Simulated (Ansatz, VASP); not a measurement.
# Cross-check of Zn35CuO36 (Cu on a Zn site in ZnO) between VASP and Ansatz

Aim: how closely do two programs agree when they are given the same cell, functional and k mesh? The structure shown is the start of the Ansatz relaxation below; VASP solves that cell, so the two are compared at the walk's first step.

Main program and level: Ansatz 0.2.0; plane waves, with VASP 6.6.1 beside it; single point at PBE.

## 1. Starting point

The cell holds 72 atoms: 35 Zn, 36 O and 1 Cu. Cell: a = 9.748 Å, b = 9.748 Å, c = 10.411 Å, α = 90.0°, β = 90.0°, γ = 120.0°. It derives from ZnO (ZnO (P6_3mc)). Nearest the centre at fractional (0.556, 0.444, 0.500): Cu72 at 0.05 Å, O53 at 1.96 Å, O49 at 1.99 Å, O54 at 1.99 Å, O65 at 2.01 Å, Zn19 at 3.17 Å, Zn13 at 3.18 Å, Zn28 at 3.22 Å.

## 2. Ansatz: relaxation, PBE

Ansatz runs on its default PAW (the set named soft_2) files.

The two programs are compared at the cell with which this relaxation starts, whose forces are those of its first step.

The input, input.yaml:

```yaml
relax:
  f_tol: 0.02
  max_steps: 80
  random_displacement: { amplitude: 0.05, seed: 671 }
crystal:
  lattice:
    - [9.74792405, 0.0, 0.0]
    - [-4.87396202, 8.44194986, 0.0]
    - [0.0, 0.0, 10.411418]
  atoms:
    - { symbol: Zn, position: [0.111111111, 0.222222222, 0.249510893] }
    - { symbol: Zn, position: [0.222222222, 0.111111111, -0.000489107] }
    - { symbol: O, position: [0.222222222, 0.111111111, 0.189994107] }
    - { symbol: O, position: [0.111111111, 0.222222222, 0.439994107] }
    - { symbol: Zn, position: [0.111111111, 0.222222222, 0.749510893] }
    - { symbol: Zn, position: [0.222222222, 0.111111111, 0.499510893] }
    - { symbol: O, position: [0.222222222, 0.111111111, 0.689994107] }
    - { symbol: O, position: [0.111111111, 0.222222222, 0.939994107] }
    - { symbol: Zn, position: [0.111111111, 0.555555556, 0.249510893] }
    - { symbol: Zn, position: [0.222222222, 0.444444444, -0.000489107] }
    - { symbol: O, position: [0.222222222, 0.444444444, 0.189994107] }
    - { symbol: O, position: [0.111111111, 0.555555556, 0.439994107] }
    - { symbol: Zn, position: [0.111111111, 0.555555556, 0.749510893] }
    - { symbol: Zn, position: [0.222222222, 0.444444444, 0.499510893] }
    - { symbol: O, position: [0.222222222, 0.444444444, 0.689994107] }
    - { symbol: O, position: [0.111111111, 0.555555556, 0.939994107] }
    - { symbol: Zn, position: [0.111111111, 0.888888889, 0.249510893] }
    - { symbol: Zn, position: [0.222222222, 0.777777778, -0.000489107] }
    - { symbol: O, position: [0.222222222, 0.777777778, 0.189994107] }
    - { symbol: O, position: [0.111111111, 0.888888889, 0.439994107] }
    - { symbol: Zn, position: [0.111111111, 0.888888889, 0.749510893] }
    - { symbol: Zn, position: [0.222222222, 0.777777778, 0.499510893] }
    - { symbol: O, position: [0.222222222, 0.777777778, 0.689994107] }
    - { symbol: O, position: [0.111111111, 0.888888889, 0.939994107] }
    - { symbol: Zn, position: [0.444444444, 0.222222222, 0.249510893] }
    - { symbol: Zn, position: [0.555555556, 0.111111111, -0.000489107] }
    - { symbol: O, position: [0.555555556, 0.111111111, 0.189994107] }
    - { symbol: O, position: [0.444444444, 0.222222222, 0.439994107] }
    - { symbol: Zn, position: [0.444444444, 0.222222222, 0.749510893] }
    - { symbol: Zn, position: [0.555555556, 0.111111111, 0.499510893] }
    - { symbol: O, position: [0.555555556, 0.111111111, 0.689994107] }
    - { symbol: O, position: [0.444444444, 0.222222222, 0.939994107] }
    - { symbol: Zn, position: [0.444444444, 0.555555556, 0.249510893] }
    - { symbol: Zn, position: [0.555555556, 0.444444444, -0.000489107] }
    - { symbol: O, position: [0.555555556, 0.444444444, 0.189994107] }
    - { symbol: O, position: [0.444444444, 0.555555556, 0.439994107] }
    - { symbol: Zn, position: [0.444444444, 0.555555556, 0.749510893] }
    - { symbol: Cu, position: [0.555555556, 0.444444444, 0.499510893], spin: 1.0 }
    - { symbol: O, position: [0.555555556, 0.444444444, 0.689994107] }
    - { symbol: O, position: [0.444444444, 0.555555556, 0.939994107] }
    - { symbol: Zn, position: [0.444444444, 0.888888889, 0.249510893] }
    - { symbol: Zn, position: [0.555555556, 0.777777778, -0.000489107] }
    - { symbol: O, position: [0.555555556, 0.777777778, 0.189994107] }
    - { symbol: O, position: [0.444444444, 0.888888889, 0.439994107] }
    - { symbol: Zn, position: [0.444444444, 0.888888889, 0.749510893] }
    - { symbol: Zn, position: [0.555555556, 0.777777778, 0.499510893] }
    - { symbol: O, position: [0.555555556, 0.777777778, 0.689994107] }
    - { symbol: O, position: [0.444444444, 0.888888889, 0.939994107] }
    - { symbol: Zn, position: [0.777777778, 0.222222222, 0.249510893] }
    - { symbol: Zn, position: [0.888888889, 0.111111111, -0.000489107] }
    - { symbol: O, position: [0.888888889, 0.111111111, 0.189994107] }
    - { symbol: O, position: [0.777777778, 0.222222222, 0.439994107] }
    - { symbol: Zn, position: [0.777777778, 0.222222222, 0.749510893] }
    - { symbol: Zn, position: [0.888888889, 0.111111111, 0.499510893] }
    - { symbol: O, position: [0.888888889, 0.111111111, 0.689994107] }
    - { symbol: O, position: [0.777777778, 0.222222222, 0.939994107] }
    - { symbol: Zn, position: [0.777777778, 0.555555556, 0.249510893] }
    - { symbol: Zn, position: [0.888888889, 0.444444444, -0.000489107] }
    - { symbol: O, position: [0.888888889, 0.444444444, 0.189994107] }
    - { symbol: O, position: [0.777777778, 0.555555556, 0.439994107] }
    - { symbol: Zn, position: [0.777777778, 0.555555556, 0.749510893] }
    - { symbol: Zn, position: [0.888888889, 0.444444444, 0.499510893] }
    - { symbol: O, position: [0.888888889, 0.444444444, 0.689994107] }
    - { symbol: O, position: [0.777777778, 0.555555556, 0.939994107] }
    - { symbol: Zn, position: [0.777777778, 0.888888889, 0.249510893] }
    - { symbol: Zn, position: [0.888888889, 0.777777778, -0.000489107] }
    - { symbol: O, position: [0.888888889, 0.777777778, 0.189994107] }
    - { symbol: O, position: [0.777777778, 0.888888889, 0.439994107] }
    - { symbol: Zn, position: [0.777777778, 0.888888889, 0.749510893] }
    - { symbol: Zn, position: [0.888888889, 0.777777778, 0.499510893] }
    - { symbol: O, position: [0.888888889, 0.777777778, 0.689994107] }
    - { symbol: O, position: [0.777777778, 0.888888889, 0.939994107] }
  host:
    repeats: [3, 3, 2]
    atoms:
      - { symbol: Zn, position: [0.333333333, 0.666666667, 0.499021785] }
      - { symbol: Zn, position: [0.666666667, 0.333333333, -0.000978215] }
      - { symbol: O, position: [0.666666667, 0.333333333, 0.379988215] }
      - { symbol: O, position: [0.333333333, 0.666666667, 0.879988215] }
basis:
  ecutwfc: 420
  xc_grid: 2
hamiltonian:
  xc: pbe
kpoints:
  mp_grid: { grid: [1, 1, 1], shift: [0.25, 0.25, 0.25] }
magnetization:
  spin_polarized: true
  initial_magnetization: 1
  spin_locking: { lock_magnetization: hard }
scf:
  occupations: { method: fermi_dirac, width: 0.01 }
  max_iter: 120
output:
  forces: true
  charged_corrections:
    epsilon: [5.08, 5.08, 5.12]
    static_epsilon: [9.82, 9.82, 10.68]
    defect_position: [0.555556, 0.444444, 0.499511]
checkpoint:
  write: "../relax0.run"
  compress: false
  write_wavefunctions: true
  write_every: 100000
```

Command:

```console
$ ansatz run input.yaml --threads 4 --pin off --max-ram 14131MiB --backend cpu --events-out ev --progress --plain --runs-dir out
```

Numbers of over 12 decimals in the logs are rounded to 6 here.

The program printed:

```text
Engine: ansatz 0.2.0, x86_64-unknown-linux-gnu
Pseudopotentials: kind: paw
Pseudopotential: Zn, paw, valence charge 12, recommended cutoff 420 eV (normal), Zn.paw.azcp
Pseudopotential: O, paw, valence charge 6, recommended cutoff 420 eV (normal), O.paw.azcp
Pseudopotential: Cu, paw, valence charge 19, recommended cutoff 420 eV (normal), Cu.paw.azcp
Functional definition: PBE
  parameter kappa = 0.804
  parameter beta = 0.066725
  exchange = pbe_x(kappa = kappa, mu = beta*pi^2/3)
  correlation = pbe_c(beta = beta)
Crystal: 72 atoms, lattice volume = 856.771 Å³
Basis set: ecut = 420 eV, 16751 PW (Γ), exchange–correlation on 144×144×144 points (8 copies of the dense FFT grid, shifted against one another)
Bands: 400, of which v1, the nominal top of the filled ones, is band 328 counted from 1 (327 counted from 0)
Symmetry: 1 space group operations
k-points: 1
Non-local potential: Zn, projectors of the file, l = 0: 2, l = 1: 2, l = 2: 3, l = 3: 1
Non-local potential: O, projectors of the file, l = 0: 2, l = 1: 2, l = 2: 1
Non-local potential: Cu, projectors of the file, l = 0: 3, l = 1: 2, l = 2: 3, l = 3: 1
PAW form: soft (Blöchl's): semilocal exchange-correlation on the pseudo side does not see the compensation charge
PAW one-centre angular grid: Zn, 590 points (default); XC on 64 Gauss nodes
PAW one-centre angular grid: O, 110 points (default); XC on 64 Gauss nodes
PAW one-centre angular grid: Cu, 590 points (default); XC on 64 Gauss nodes
Initial density: superposition of atomic densities (chi_scale 0.1, normalization cell, long waves kept (reshape's long-wave potential 0.06 eV rms))
Starting moments: Σ|m| = 1 μB on 1 of 72 sites
Initial wavefunctions: pseudopotential atomic-orbital guess
Functional: x = pbe(κ = 0.804, μ = 0.219515), c = pbe(β = 0.066725)
SCF iter   1: F=—  HF=-143244.985248 eV  |F-HF|=—  |Δ(HF+E_count)|=         —  Δρ=5.03e-2 (↑5.00e-2 ↓5.03e-2)  dr2=4.58e1  dr2_m=2.74e-1  M=1.000 μB ∫|m|=1.010 μB  β_m=0.30  ethr=3.10e-3  ⟨swp⟩=6.0  Hψ=2878  notcnv=0  defer=2
preconditioner: auto → Resta (q_TF=auto, 2.609 Å⁻¹)  ε∞=6.5  [insulator: Δε(μ)=0.022 eV  Ē_g=13.772 eV  σ=0.010 eV  W_gap=0.51  n_scr=242 (ndim 8)  ℏωp=32.3 eV  f_vac=0.000  D(μ)=37.20/eV (n_scr^D=326)  ε∞_Penn≈6.5]
spin=Collinear: Resta preconditioning applied to the charge; magnetization (m = ρ↑ − ρ↓) channel mixes plain (no charge-response kernel on spin).
SCF iter   2: F=—  HF=-143233.720992 eV  |F-HF|=—  |Δ(HF+E_count)|=    1.13e1  Δρ=2.70e-2 (↑2.70e-2 ↓2.68e-2)  dr2=1.47e1  dr2_m=1.21e-1  M=1.000 μB ∫|m|=1.013 μB  β_m=0.43  ethr=3.10e-3  ⟨swp⟩=2.0  Hψ=1508  notcnv=0  defer=132
preconditioner: auto → Kerker (q_TF=auto, 2.609 Å⁻¹)  [metal: Δε(μ)=0.006 eV  Ē_g=13.182 eV  σ=0.010 eV  W_gap=0.16  n_scr=242 (ndim 8)  ℏωp=32.3 eV  f_vac=0.001  D(μ)=48.78/eV (n_scr^D=454)]
spin=Collinear: Kerker preconditioning applied to the charge; magnetization (m = ρ↑ − ρ↓) channel mixes plain (no charge-response kernel on spin).
SCF iter   3: F=—  HF=-143229.664949 eV  |F-HF|=—  |Δ(HF+E_count)|=    4.06e0  Δρ=1.16e-2 (↑1.06e-2 ↓1.16e-2)  dr2=3.01e0  dr2_m=7.82e-2  M=1.000 μB ∫|m|=1.034 μB  β_m=0.52  ethr=2.25e-3  ⟨swp⟩=2.0  Hψ=922  notcnv=0  defer=132
SCF iter   4: F=—  HF=-143228.963204 eV  |F-HF|=—  |Δ(HF+E_count)|=   7.02e-1  Δρ=9.51e-3 (↑3.37e-3 ↓9.51e-3)  dr2=6.64e-1  dr2_m=1.54e-1  M=1.000 μB ∫|m|=1.067 μB  β_m=0.45  ethr=4.60e-4  ⟨swp⟩=2.0  Hψ=1270  notcnv=0  defer=132
SCF iter   5: F=—  HF=-143228.994778 eV  |F-HF|=—  |Δ(HF+E_count)|=   3.16e-2  Δρ=3.13e-3 (↑2.75e-3 ↓3.13e-3)  dr2=2.10e-1  dr2_m=5.04e-3  M=1.000 μB ∫|m|=1.050 μB  β_m=0.73  ethr=1.01e-4  ⟨swp⟩=2.0  Hψ=1267  notcnv=0  defer=132
SCF iter   6: F=—  HF=-143229.162099 eV  |F-HF|=—  |Δ(HF+E_count)|=   1.67e-1  Δρ=1.36e-3 (↑8.80e-4 ↓1.36e-3)  dr2=2.84e-2  dr2_m=1.78e-3  M=1.000 μB ∫|m|=1.059 μB  β_m=0.70  ethr=3.20e-5  ⟨swp⟩=2.0  Hψ=1336  notcnv=0  defer=132
SCF iter   7: F=—  HF=-143229.175691 eV  |F-HF|=—  |Δ(HF+E_count)|=   1.36e-2  Δρ=1.69e-3 (↑5.72e-4 ↓1.69e-3)  dr2=2.85e-2  dr2_m=3.51e-3  M=1.000 μB ∫|m|=1.058 μB  β_m=0.59  ethr=4.33e-6  ⟨swp⟩=2.0  Hψ=1336  notcnv=0  defer=132
SCF iter   8: F=—  HF=-143229.176430 eV  |F-HF|=—  |Δ(HF+E_count)|=   7.39e-4  Δρ=9.58e-4 (↑2.73e-4 ↓9.58e-4)  dr2=6.62e-3  dr2_m=1.52e-3  M=1.000 μB ∫|m|=1.062 μB  β_m=0.58  ethr=4.33e-6  ⟨swp⟩=2.0  Hψ=1336  notcnv=0  defer=132
SCF iter   9: F=—  HF=-143229.178041 eV  |F-HF|=—  |Δ(HF+E_count)|=   1.61e-3  Δρ=7.84e-4 (↑1.73e-4 ↓7.84e-4)  dr2=2.91e-3  dr2_m=1.18e-3  M=1.000 μB ∫|m|=1.062 μB  β_m=0.52  ethr=1.01e-6  ⟨swp⟩=2.0  Hψ=1578  notcnv=0  defer=132
SCF iter  10: F=—  HF=-143229.179293 eV  |F-HF|=—  |Δ(HF+E_count)|=   1.25e-3  Δρ=6.53e-4 (↑1.08e-4 ↓6.53e-4)  dr2=2.25e-3  dr2_m=7.93e-4  M=1.000 μB ∫|m|=1.061 μB  β_m=0.56  ethr=4.44e-7  ⟨swp⟩=2.0  Hψ=1005  notcnv=0  defer=132
[...]
--- Relaxed structure (16 steps of the walk, 15 accepted, 0 SCFs on fresh bases) ---
  F+E_penalty+E_count = -143230.16411091 eV   max|allowed force component| = 1.378e-2 eV/Å
  atoms:
    - { symbol: Zn, position: [0.109826, 0.223721, 0.248920] }
    - { symbol: Zn, position: [0.222200, 0.111587, -0.000921738] }
    - { symbol: O, position: [0.220759, 0.112339, 0.189743] }
    - { symbol: O, position: [0.108178, 0.222970, 0.439522] }
    - { symbol: Zn, position: [0.110439, 0.223293, 0.749127] }
    - { symbol: Zn, position: [0.215325, 0.109646, 0.501357] }
    - { symbol: O, position: [0.221049, 0.110986, 0.691338] }
    - { symbol: O, position: [0.110786, 0.222442, 0.939654] }
    - { symbol: Zn, position: [0.111411, 0.556499, 0.249341] }
    - { symbol: Zn, position: [0.224390, 0.445133, -0.00241768] }
    - { symbol: O, position: [0.222054, 0.445515, 0.188241] }
    - { symbol: O, position: [0.112283, 0.555498, 0.440037] }
    - { symbol: Zn, position: [0.113636, 0.555835, 0.748836] }
    - { symbol: Zn, position: [0.227120, 0.445703, 0.497570] }
    - { symbol: O, position: [0.224788, 0.444978, 0.688554] }
    - { symbol: O, position: [0.111976, 0.555675, 0.939649] }
    - { symbol: Zn, position: [0.110731, 0.890074, 0.249131] }
    - { symbol: Zn, position: [0.223062, 0.777678, -0.000445984] }
    - { symbol: O, position: [0.222026, 0.778802, 0.190173] }
    - { symbol: O, position: [0.111499, 0.889168, 0.439656] }
    - { symbol: Zn, position: [0.111951, 0.888901, 0.750663] }
    - { symbol: Zn, position: [0.222593, 0.778120, 0.499041] }
    - { symbol: O, position: [0.222700, 0.778104, 0.689743] }
    - { symbol: O, position: [0.111776, 0.888951, 0.940965] }
    - { symbol: Zn, position: [0.442038, 0.223369, 0.250569] }
    - { symbol: Zn, position: [0.554999, 0.110542, -4.622228911751469e-5] }
    - { symbol: O, position: [0.553502, 0.112352, 0.191047] }
    - { symbol: O, position: [0.435487, 0.217307, 0.442121] }
    - { symbol: Zn, position: [0.444109, 0.221352, 0.748626] }
    - { symbol: Zn, position: [0.552730, 0.110249, 0.500093] }
    - { symbol: O, position: [0.555197, 0.109610, 0.690200] }
    - { symbol: O, position: [0.444200, 0.221653, 0.939488] }
    - { symbol: Zn, position: [0.444462, 0.556394, 0.247786] }
    - { symbol: Zn, position: [0.556885, 0.443835, -0.00150277] }
    - { symbol: O, position: [0.556004, 0.444713, 0.189229] }
    - { symbol: O, position: [0.447555, 0.553246, 0.436507] }
    - { symbol: Zn, position: [0.448433, 0.552507, 0.744702] }
    - { symbol: Cu, position: [0.564300, 0.436439, 0.492592] }
    - { symbol: O, position: [0.559848, 0.441021, 0.686156] }
    - { symbol: O, position: [0.446093, 0.554682, 0.936571] }
    - { symbol: Zn, position: [0.444344, 0.889401, 0.249359] }
    - { symbol: Zn, position: [0.555687, 0.776442, -0.00241855] }
    - { symbol: O, position: [0.555395, 0.778790, 0.188247] }
    - { symbol: O, position: [0.445166, 0.888341, 0.440080] }
    - { symbol: Zn, position: [0.444980, 0.887157, 0.748793] }
    - { symbol: Zn, position: [0.555167, 0.773705, 0.497563] }
    - { symbol: O, position: [0.555967, 0.776129, 0.688547] }
    - { symbol: O, position: [0.445018, 0.888736, 0.939597] }
    - { symbol: Zn, position: [0.776282, 0.224583, 0.249199] }
[...]
- { symbol: Zn, position: [0.777277, 0.558743, 0.250598] }
    - { symbol: Zn, position: [0.890167, 0.445788, 1.1673940780149336e-5] }
    - { symbol: O, position: [0.888479, 0.447452, 0.191110] }
    - { symbol: O, position: [0.783261, 0.565292, 0.442201] }
    - { symbol: Zn, position: [0.779474, 0.556798, 0.748654] }
    - { symbol: Zn, position: [0.890365, 0.448062, 0.500111] }
    - { symbol: O, position: [0.891236, 0.445687, 0.690207] }
    - { symbol: O, position: [0.779087, 0.556568, 0.939516] }
    - { symbol: Zn, position: [0.777150, 0.891109, 0.248903] }
    - { symbol: Zn, position: [0.889154, 0.778559, -0.000872078] }
    - { symbol: O, position: [0.888425, 0.780002, 0.189800] }
    - { symbol: O, position: [0.777888, 0.892771, 0.439505] }
    - { symbol: Zn, position: [0.777637, 0.890544, 0.749164] }
    - { symbol: Zn, position: [0.891065, 0.785504, 0.501391] }
    - { symbol: O, position: [0.889867, 0.779837, 0.691363] }
    - { symbol: O, position: [0.778405, 0.890090, 0.939694] }
```

(Part 1 of 2 ends here.)

[Lines on the potential files, build, host, timing and source positions are cut from VASP's logs without a mark.]

[Logs are printed without paths, hosts, clocks, repeated set-up lines and the standing remarks that a program may print on its own settings, such as how far it seeks lower states.]

[Hosts, paths, dates, database ids (printed as entryN), source tags and the programs' standing remarks are cut or masked in the printed files.]
